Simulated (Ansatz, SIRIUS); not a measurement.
Given: the input of a run of SIRIUS 7.10.0 on BN. Measurements of this composition are mostly on another form, of space group No. 194.

sirius.json

```json
{
  "control": {
    "processing_unit": "cpu",
    "verbosity": 2,
    "num_bands_to_print": 15,
    "print_forces": true,
    "print_stress": true
  },
  "parameters": {
    "electronic_structure_method": "pseudopotential",
    "xc_functionals": ["XC_GGA_X_PBE_SOL", "XC_GGA_C_PBE_SOL"],
    "gk_cutoff": 9.2,
    "pw_cutoff": 18.4,
    "ngridk": [12, 12, 6],
    "shiftk": [0, 0, 0],
    "smearing": "fermi_dirac",
    "smearing_width": 0.0018374661,
    "num_bands": 15,
    "num_mag_dims": 0,
    "num_dft_iter": 100,
    "energy_tol": 1e-08,
    "density_tol": 1e-06
  },
  "iterative_solver": {
    "type": "davidson",
    "min_tolerance": 1e-09,
    "tolerance_scale": [0.1, 0.25]
  },
  "mixer": {
    "type": "anderson",
    "beta": 0.7,
    "max_history": 8
  },
  "settings": {
    "tol_ne": 1e-10,
    "pseudo_grid_cutoff": 6.5
  },
  "unit_cell": {
    "lattice_vectors": [
      [4.826246386049, 0.0, 0.0],
      [-2.413123193119, 4.179651975235, 0.0],
      [0.0, 0.0, 7.987598318505]
    ],
    "atom_coordinate_units": "lattice",
    "atom_types": ["N", "B"],
    "atom_files": {
      "B": "B.json",
      "N": "N.json"
    },
    "atoms": {
      "N": [
        [0.3333333333, 0.6666666667, 0.125276],
        [0.6666666667, 0.3333333333, 0.625276]
      ],
      "B": [
        [0.3333333333, 0.6666666667, 0.499724],
        [0.6666666667, 0.3333333333, 0.999724]
      ]
    }
  }
}
```

Potentials or basis: PseudoDojo 0.4.1 PBE standard (scalar relativistic).

Run with:

```console
$ upf_to_json B.upf
$ upf_to_json N.upf
$ OMP_NUM_THREADS=1 sirius.scf --input=sirius.json --output=out.json --task=0
```

**Question.** What does the same run look like in Ansatz 0.2.0? Potentials or basis there: Ansatz PAW, cutoff 420 eV.

**Answer.** As run (cutoffs and basis follow the program's own potentials, and thresholds, step limits or extra output files can differ):

The input input.yaml:

```yaml
crystal:
  lattice:
    - [2.5539396017, 0.0, 0.0]
    - [-1.2769698009, 2.2117765748, 0.0]
    - [0.0, 0.0, 4.226855]
  atoms:
    - { symbol: "N", position: [0.3333333333, 0.6666666667, 0.125276] }
    - { symbol: "N", position: [0.6666666667, 0.3333333333, 0.625276] }
    - { symbol: B, position: [0.3333333333, 0.6666666667, 0.499724] }
    - { symbol: B, position: [0.6666666667, 0.3333333333, 0.999724] }
hamiltonian:
  xc: pbesol
  pseudopotentials: { kind: paw }
kpoints:
  mp_grid: { grid: [12, 12, 6] }
scf:
  occupations: { method: fermi_dirac, width: 0.05 }
output:
  forces: true
  stress: true
  eigenvalues: true
```

Potentials or basis: Ansatz PAW.

The run is started by

```bash
$ ansatz run input.yaml --threads 1 --pin off --max-ram 3584MiB --backend cpu --events-out ev --progress --plain --runs-dir out
```

Both were run:

|  | SIRIUS | Ansatz |
| --- | --- | --- |
| Pressure | -5.0 GPa | -5.9 GPa |

Ansatz's pressure holds a Pulay term of +1.08 GPa for its cutoff of 420 eV, which the other run lacks.

SIRIUS's potentials were made for PBE. Ansatz's potentials were made for PBE.

Where Ansatz's input types no cutoff or centring, it takes its own default and a Γ-centred mesh.

The two runs disagree by more than potentials and bases usually give (in gap, levels, pressure or energy); the cause wasn't traced.

Pressure is positive in compression.
